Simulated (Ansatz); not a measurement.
## Ge under changes of volume

One of the cells (18.253 Å³/atom); the others are scaled copies at fixed shape and fractional positions:

```xyz
2
Lattice="1.4881 -2.5947 0.0000 1.4881 2.5947 0.0000 0.0000 0.0000 4.7276" Properties=species:S:1:pos:R:3 pbc="T T T"
Ge    1.4881    0.8643    1.1819
Ge    1.4881   -0.8643    3.5457
```

This isn't the form of Ge at room conditions, which is diamond.

| Quantity | Value |
| --- | --- |
| Program | Ansatz 0.2.0 |
| Functional | PBEsol |
| Potentials or basis | Ansatz PAW |
| Cutoff | 420 eV (not typed: the program's choice for these potentials) |
| k mesh | 10 × 10 × 6 |
| Occupations | fermi-dirac, width 0.05 eV |
| Spin | no spin polarisation |

| volume (Å³/atom) | energy over the lowest point (meV/atom) | pressure (GPa) | largest force (eV/Å) |
| --- | --- | --- | --- |
| 17.158 | 21.57 | 6.0 | 0.003 |
| 17.523 | ? | ? | ? |
| 17.888 | 3.04 | 2.2 | 0.001 |
| 18.253 | 0.00 | 0.5 | 0.001 |
| 18.618 | 0.57 | -1.0 | 0.000 |
| 18.984 | 4.38 | -2.3 | 0.001 |
| 19.349 | 11.12 | -3.6 | 0.001 |

Question: What does the run at 17.523 Å³/atom give?

Answer: Energy over the lowest point 10.08 meV/atom; pressure 4.0 GPa; largest force 0.002 eV/Å.

Worked out: A Birch-Murnaghan fit of order 3 (a polynomial in V^(-2/3)) to the other rows has its minimum at 18.37 Å³/atom with B0 = V·E''(V) = 77 GPa and B' = 4.3 at fixed shape and positions, which overstates the stiffness. It gives 10.08 meV/atom at 17.523 Å³/atom, against the run's 10.08, and -dE/dV = 4.0 GPa, against 4.0.

Energies are extrapolated to zero smearing.

Caveats: the PAW data sets come from PBE, with cores solved anew for the run's functional, which leaves a small shift of forces and pressure.
